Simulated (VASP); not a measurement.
Crystal: Al.

```xyz
2
Lattice="2.8125 0.0000 0.0000 -1.4062 2.4357 0.0000 0.0000 0.0000 4.8669" Properties=species:S:1:pos:R:3 pbc="T T T"
Al    0.0000    1.6238    1.2167
Al    1.4062    0.8119    3.6501
```

This isn't the form of Al at room conditions, which is fcc.

| Property | Result |
| --- | --- |
| Program | VASP 6.6.1 |
| Task | relaxation of cell and atoms |
| Functional | LDA |
| Potentials or basis | VASP PAW LDA potentials, release 64 (Al) |
| Cutoff | 600 eV |
| k mesh | 10 × 10 × 6 |
| Occupations | fermi-dirac, width 0.05 eV |
| Spin | no spin polarisation |

At the start: pressure -2.8 GPa; volume 16.67 Å³/atom.

Where does the relaxation end?

Over 7 steps the energy falls by 21.5 meV/atom and the volume is 15.95 Å³/atom (-4.3 %); space group P6_3/mmc (No. 194, to 0.05 Å).

The path:
```tsv
step	energy change (eV)	largest force (eV/Å)	pressure (GPa)	volume (Å³)
1	0.0000	0.0000	-2.75	33.34
2	-0.0265	0.0000	0.10	31.97
3	-0.0303	0.0000	1.45	31.43
4	-0.0384	0.0000	1.92	31.19
5	-0.0393	0.0000	1.79	31.25
6	-0.0429	0.0000	0.21	31.82
7	-0.0429	0.0000	0.00	31.90
```

Final structure:
```
Al
1.0
     2.82071    0.00000    0.00000
    -1.41036    2.44281    0.00000
     0.00000    0.00000    4.62920
Al
2
Direct
  0.33333 0.66667 0.25000
  0.66667 0.33333 0.75000
```
